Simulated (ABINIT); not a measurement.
# AlAs (F-43m): G0W0 in ABINIT against the exchange cutoff

Aim: move the exchange cutoff of a G0W0 run on AlAs (F-43m) over a wide range.

Calculated with ABINIT 10.8.3; LDA and many-body steps on it, plane waves.

## Step 1: The structure

Symmetry: F-43m, No. 216, cubic system. The conventional cell has a = 5.661 Å, b = 5.661 Å, c = 5.661 Å, α = 90.00°, β = 90.00°, γ = 90.00°. Nearest to Al lie 4 As at 2.45 Å. As has 4 Al at 2.45 Å nearest. Farther neighbours are not listed.

The cell and positions come from the Crystallography Open Database and are kept as given unless a step says otherwise.

## Step 2: Screening, 4×4×4 mesh, 27 bands, screening to 106.1 eV

This step: ABINIT 10.8.3; RPA screening on LDA, plane waves, norm-conserving pseudopotentials.

The RPA dielectric matrix is built and inverted for each q.

run.abi reads:

```
acell 3*1.0 Angstrom
rprim 
  0.000000000000 2.830400000000 2.830400000000
  2.830400000000 0.000000000000 2.830400000000
  2.830400000000 2.830400000000 -0.000000000000
ntypat 2
znucl 13 33
natom 2
typat 1 2
xred 
  0.000000000000 0.000000000000 0.000000000000
  0.250000000000 0.250000000000 0.250000000000
pp_dirpath "pseudos"
pseudos "Al.upf, As.upf"
ecut 34
ngkpt 4 4 4
nshiftk 1
shiftk 0 0 0
kptopt 1
chksymbreak 0
istwfk *1
occopt 1
irdwfk 1
optdriver 3
nband 27
ecuteps 3.9
inclvkb 2
awtr 1
symchi 1
indata_prefix "in"
outdata_prefix "out"
tmpdata_prefix "tmp"
```

Started as:

```bash
$ OMP_NUM_THREADS=1 mpirun -n 4 abinit run.abi > log
```

The program printed:

```text
.Version 10.8.3 of ABINIT. v10.8.2 released Aug 2026.

 Symmetries : space group F-4 3 m (#216); Bravais cF (face-center cubic)
[... echo of the input left out ...]
== DATASET  1 ==================================================================
-   mpi_nproc: 4, omp_nthreads: 1 (-1 if OMP is not activated)

--- !DatasetInfo
iteration_state: {dtset: 1, }
dimensions: {natom: 2, nkpt: 8, mband: 27, nsppol: 1, nspinor: 1, nspden: 1, mpw: 2914, }
cutoff_energies: {ecut:  34.0, pawecutdg:  -1.0, }
electrons: {nelect:   1.80000000E+01, charge:   0.00000000E+00, occopt:   1.00000000E+00, tsmear:   1.00000000E-02, }

 SCREENING: Calculation of the susceptibility and dielectric matrices

 Based on a program developped by R.W. Godby, V. Olevano, G. Onida, and L. Reining.
 Incorporated in ABINIT by V. Olevano, G.-M. Rignanese, and M. Torrent.
.Using double precision arithmetic ; gwpc =  8

[... cell and pseudopotentials left out ...]
--------------------------------------------------------------------------------

 ==== K-mesh for the wavefunctions ====
 Number of points in the irreducible wedge :     8
[... list of points left out ...]
 Together with 24 symmetry operations and time-reversal symmetry
 yields    64 points in the full Brillouin Zone.

 ==== Q-mesh for the screening function ====
 Number of points in the irreducible wedge :     8
[... list of points left out ...]
 Together with 24 symmetry operations and time-reversal symmetry
 yields    64 points in the full Brillouin Zone.

 setmesh: FFT mesh size selected  =    27x   27x   27
          total number of points  =        19683

 vcoul_init : cutoff-mode = AUXILIARY_FUNCTION
 q-points for optical limit:   1
     1)      0.000010    0.000020    0.000030

- screening: taking advantage of time-reversal symmetry
- Maximum band index for partially occupied states nbvw = 9
- Remaining bands to be divided among processors   nbcw = 18
- Number of bands treated by each node ~4

 Number of electrons calculated from density =   18.0000; Expected =   18.0000
 average of density, n =  0.058817
 r_s =    1.5952
 omega_plasma =   23.3941 [eV]

 calculating chi0 at frequencies [eV] :
  1    0.000000E+00    0.000000E+00
  2    0.000000E+00    2.339413E+01

--------------------------------------------------------------------------------
  q-point number  1        q = ( 0.000000, 0.000000, 0.000000) [r.l.u.]
--------------------------------------------------------------------------------
[... chi0 elements left out ...]
 For q-point:  0.000010 0.000020 0.000030
  dielectric constant =  15.7235
  dielectric constant without local fields =  17.6666

  Average fulfillment of the sum rule on Im[epsilon] for q-point    1 :     26.78  [%]
[... wings left out ...]
  q-point number  2        q = ( 0.250000, 0.000000, 0.000000) [r.l.u.]
--------------------------------------------------------------------------------
[... chi0 elements left out ...]
  Average fulfillment of the sum rule on Im[epsilon] for q-point    2 :     42.76  [%]

 [... 6 further q-points ...]
```

Wall time 5.3 s (4 MPI ranks of Arm Neoverse V1, shared host); peak memory 0.43 GiB; 21 s of CPU time.

This step gave:

| Item | Value |
| --- | --- |
| ε∞ with local fields, on this mesh, along the program's q direction | 15.72 |
| the same without local fields | 17.67 |
| plasma frequency | 23.39 eV |
| plane waves in the screening matrix | 113 |

Local fields lower ε∞ by 11 %. On a Γ-centred mesh this coarse the value itself is usually too large, while a short band sum pulls it down.

## Step 3: 3.4 Ha

This step: G0W0 on LDA, plane waves, norm-conserving pseudopotentials.

run.abi: that of step 2 with these lines changed.

```diff
@@ -23,8 +23,17 @@
 irdwfk 1
-optdriver 3
+optdriver 4
 nband 27
+gwcalctyp 0
+ecutsigx 3.4
+symsigma 1
+nkptgw 2
+kptgw 
+  0.0000000000 0.0000000000 0.0000000000
+  0.5000000000 0.5000000000 0.0000000000
+bdgw 
+  7 13
+  8 11
 ecuteps 3.9
-inclvkb 2
-awtr 1
-symchi 1
+irdscr 1
+ppmodel 1
 indata_prefix "in"
```

The program printed:

```text
.Version 10.8.3 of ABINIT. v10.8.2 released Aug 2026.

 Symmetries : space group F-4 3 m (#216); Bravais cF (face-center cubic)
[... echo of the input left out ...]
== DATASET  1 ==================================================================
-   mpi_nproc: 4, omp_nthreads: 1 (-1 if OMP is not activated)

--- !DatasetInfo
iteration_state: {dtset: 1, }
dimensions: {natom: 2, nkpt: 8, mband: 27, nsppol: 1, nspinor: 1, nspden: 1, mpw: 2914, }
cutoff_energies: {ecut:  34.0, pawecutdg:  -1.0, }
electrons: {nelect:   1.80000000E+01, charge:   0.00000000E+00, occopt:   1.00000000E+00, tsmear:   1.00000000E-02, }

 SIGMA: Calculation of the GW corrections

 Based on a program developped by R.W. Godby, V. Olevano, G. Onida, and L. Reining.
 Incorporated in ABINIT by V. Olevano, G.-M. Rignanese, and M. Torrent.
.Using double precision arithmetic ; gwpc =  8

[... cell and pseudopotentials left out ...]
--------------------------------------------------------------------------------

 ==== K-mesh for the wavefunctions ====
 Number of points in the irreducible wedge :     8
[... list of points left out ...]
 Together with 24 symmetry operations and time-reversal symmetry
 yields    64 points in the full Brillouin Zone.

 ==== Q-mesh for screening function ====
 Number of points in the irreducible wedge :     8
[... list of points left out ...]
 Together with 24 symmetry operations and time-reversal symmetry
 yields    64 points in the full Brillouin Zone.

 vcoul_init : cutoff-mode = AUXILIARY_FUNCTION
 q-points for optical limit:   1
     1)      0.000010    0.000020    0.000030
 setmesh: FFT mesh size selected  =    25x   25x   25
          total number of points  =        15625

 Number of electrons calculated from density =   18.0000; Expected =   18.0000
 average of density, n =  0.058817
 r_s =    1.5952
 omega_plasma =   23.3941 [eV]

 === KS Band Gaps ===
  >>>> For spin  1
   Minimum direct gap =   1.8347 [eV], located at k-point      :   0.0000  0.0000  0.0000
   Fundamental gap    =   1.3509 [eV], Top of valence bands at :   0.0000  0.0000  0.0000
                                       Bottom of conduction at :   0.5000  0.5000  0.0000
 SIGMA fundamental parameters:
 PLASMON POLE MODEL  1
 number of plane-waves for SigmaX                   89
 number of plane-waves for SigmaC and W             89
 number of plane-waves for wavefunctions          2891
 number of bands                                    27
 number of independent spin polarizations            1
 number of spinorial components                      1
 number of k-points in IBZ                           8
 number of q-points in IBZ                           8
 number of symmetry operations                      24
 number of k-points in BZ                           64
 number of q-points in BZ                           64
 number of frequencies for dSigma/dE                 9
 frequency step for dSigma/dE [eV]                0.25
 number of omega for Sigma on real axis              0
 max omega for Sigma on real axis  [eV]           0.00
 zcut for avoiding poles [eV]                     0.10

 EPSILON^-1 parameters (SCR file):
 dimension of the eps^-1 matrix on file            113
 dimension of the eps^-1 matrix used                89
 number of plane-waves for wavefunctions          2891
 number of bands                                    27
 number of q-points in IBZ                           8
 number of frequencies                               2
 number of real frequencies                          1
 number of imag frequencies                          1

 matrix elements of self-energy operator (all in [eV])

 Perturbative Calculation

--- !SelfEnergy_ee
iteration_state: {dtset: 1, }
kpoint     : [   0.000,    0.000,    0.000, ]
spin       : 1
KS_gap     :    1.835
QP_gap     :    3.347
Delta_QP_KS:    1.512
data: !SigmaeeData |
     Band     E0 <VxcDFT>   SigX SigC(E0)      Z dSigC/dE  Sig(E)    E-E0       E
        7   3.709 -12.770 -14.609   2.228   0.788  -0.269 -12.464   0.306   4.015
        8   3.709 -12.770 -14.609   2.228   0.788  -0.269 -12.464   0.306   4.015
        9   3.709 -12.770 -14.609   2.228   0.788  -0.269 -12.464   0.306   4.015
       10   5.544 -11.842  -6.347  -3.208   0.795  -0.258 -10.024   1.818   7.362
       11   7.973  -9.499  -4.679  -3.685   0.788  -0.269  -8.605   0.894   8.867
       12   7.973  -9.499  -4.679  -3.685   0.788  -0.269  -8.605   0.894   8.867
       13   7.973  -9.499  -4.679  -3.685   0.788  -0.269  -8.605   0.894   8.867

--- !SelfEnergy_ee
iteration_state: {dtset: 1, }
kpoint     : [   0.500,    0.500,    0.000, ]
spin       : 1
KS_gap     :    3.523
QP_gap     :    4.358
Delta_QP_KS:    0.835
data: !SigmaeeData |
     Band     E0 <VxcDFT>   SigX SigC(E0)      Z dSigC/dE  Sig(E)    E-E0       E
        8   1.536 -11.442 -14.153   2.645   0.771  -0.298 -11.493  -0.051   1.485
        9   1.536 -11.442 -14.153   2.645   0.771  -0.298 -11.493  -0.051   1.485
       10   5.060  -8.534  -4.307  -3.251   0.803  -0.245  -7.750   0.784   5.844
       11   5.922  -9.156  -4.879  -3.196   0.801  -0.248  -8.290   0.866   6.788

== END DATASET(S) ==============================================================
================================================================================

 -outvars: echo values of variables after computation  --------
           etotal      0.0000000000E+00
            nband          27
             nkpt           8
          spgroup         216
 [... the other variables as echoed above ...]

 Calculation completed.
```

Wall time 2.9 s (4 MPI ranks); peak memory 0.1 GiB; 11 s of CPU time.

This step gave:

- G0W0 gap on the points computed: 1.829 eV
- starting gap on the mesh: 1.351 eV
- k of the valence top: 0, 0, 0
- k of the conduction bottom: 0.5, 0.5, 0
- Z at the valence top: 0.788
- Z at the conduction bottom: 0.803
- least direct G0W0 gap on the computed points: 3.347 eV

## Step 4: 6.8 Ha

run.abi: that of step 3 with these lines changed.

```diff
@@ -26,3 +26,3 @@
 gwcalctyp 0
-ecutsigx 3.4
+ecutsigx 6.8
 symsigma 1
```

The program printed:

```text
.Version 10.8.3 of ABINIT. v10.8.2 released Aug 2026.

 Symmetries : space group F-4 3 m (#216); Bravais cF (face-center cubic)
[... echo of the input left out ...]
== DATASET  1 ==================================================================
-   mpi_nproc: 4, omp_nthreads: 1 (-1 if OMP is not activated)

--- !DatasetInfo
iteration_state: {dtset: 1, }
dimensions: {natom: 2, nkpt: 8, mband: 27, nsppol: 1, nspinor: 1, nspden: 1, mpw: 2914, }
cutoff_energies: {ecut:  34.0, pawecutdg:  -1.0, }
electrons: {nelect:   1.80000000E+01, charge:   0.00000000E+00, occopt:   1.00000000E+00, tsmear:   1.00000000E-02, }

 SIGMA: Calculation of the GW corrections

 Based on a program developped by R.W. Godby, V. Olevano, G. Onida, and L. Reining.
 Incorporated in ABINIT by V. Olevano, G.-M. Rignanese, and M. Torrent.
.Using double precision arithmetic ; gwpc =  8

[... cell and pseudopotentials left out ...]
--------------------------------------------------------------------------------

 ==== K-mesh for the wavefunctions ====
 Number of points in the irreducible wedge :     8
[... list of points left out ...]
 Together with 24 symmetry operations and time-reversal symmetry
 yields    64 points in the full Brillouin Zone.

 ==== Q-mesh for screening function ====
 Number of points in the irreducible wedge :     8
[... list of points left out ...]
 Together with 24 symmetry operations and time-reversal symmetry
 yields    64 points in the full Brillouin Zone.

 vcoul_init : cutoff-mode = AUXILIARY_FUNCTION
 q-points for optical limit:   1
     1)      0.000010    0.000020    0.000030
 setmesh: FFT mesh size selected  =    30x   30x   30
          total number of points  =        27000

 Number of electrons calculated from density =   18.0000; Expected =   18.0000
[...]
number of omega for Sigma on real axis              0
 max omega for Sigma on real axis  [eV]           0.00
 zcut for avoiding poles [eV]                     0.10

 EPSILON^-1 parameters (SCR file):
 dimension of the eps^-1 matrix on file            113
 dimension of the eps^-1 matrix used               113
 number of plane-waves for wavefunctions          2891
 number of bands                                    27
 number of q-points in IBZ                           8
 number of frequencies                               2
 number of real frequencies                          1
 number of imag frequencies                          1

 matrix elements of self-energy operator (all in [eV])

 Perturbative Calculation

--- !SelfEnergy_ee
iteration_state: {dtset: 1, }
kpoint     : [   0.000,    0.000,    0.000, ]
spin       : 1
KS_gap     :    1.835
QP_gap     :    3.009
Delta_QP_KS:    1.174
data: !SigmaeeData |
     Band     E0 <VxcDFT>   SigX SigC(E0)      Z dSigC/dE  Sig(E)    E-E0       E
        7   3.709 -12.770 -15.058   2.225   0.787  -0.270 -12.819  -0.049   3.660
        8   3.709 -12.770 -15.058   2.225   0.787  -0.270 -12.819  -0.049   3.660
        9   3.709 -12.770 -15.058   2.225   0.787  -0.270 -12.819  -0.049   3.660
[...]
--- !SelfEnergy_ee
iteration_state: {dtset: 1, }
kpoint     : [   0.500,    0.500,    0.000, ]
spin       : 1
KS_gap     :    3.523
QP_gap     :    4.461
Delta_QP_KS:    0.937
data: !SigmaeeData |
     Band     E0 <VxcDFT>   SigX SigC(E0)      Z dSigC/dE  Sig(E)    E-E0       E
[...]
10   5.060  -8.534  -4.469  -3.248   0.803  -0.245  -7.877   0.656   5.716
       11   5.922  -9.156  -4.980  -3.195   0.801  -0.248  -8.370   0.786   6.708

== END DATASET(S) ==============================================================
================================================================================

 -outvars: echo values of variables after computation  --------
           etotal      0.0000000000E+00
            nband          27
             nkpt           8
          spgroup         216
 [... the other variables as echoed above ...]

 Calculation completed.
```

Wall time 3.2 s (4 MPI ranks); peak memory 0.38 GiB; 12 s of CPU time.

Numbers from this step:

```
G0W0 gap on the points computed              : 2.056 eV
starting gap on the mesh                     : 1.351 eV
k of the valence top                         : 0, 0, 0
k of the conduction bottom                   : 0.5, 0.5, 0
Z at the valence top                         : 0.787
Z at the conduction bottom                   : 0.803
least direct G0W0 gap on the computed points : 3.008 eV
```

(Part 1 of 2 ends here.)

[Paths, hosts, dates, memory and timing lines, banners, echoed tables and standing remarks are left out of the program output.]

[Logs are printed without paths, hosts, clocks, repeated set-up lines and the standing remarks that a program may print on its own settings, such as how far it seeks lower states.]

[Runs of the session that timed out or met a known fault of the program may be left out.]

[Hosts, paths, dates, database ids (printed as entryN), source tags and the programs' standing remarks are cut or masked in the printed files.]

[G0W0 gaps are taken among the corrected bands and points alone; a level outside them can change the order at an edge.]

[Where Ansatz stands beside ABINIT at settings called matched, ABINIT's density can come from a denser mesh and the files from another edition; pairs whose starting gaps differed by over 0.03 eV were left out, so agreement reads better than it is.]
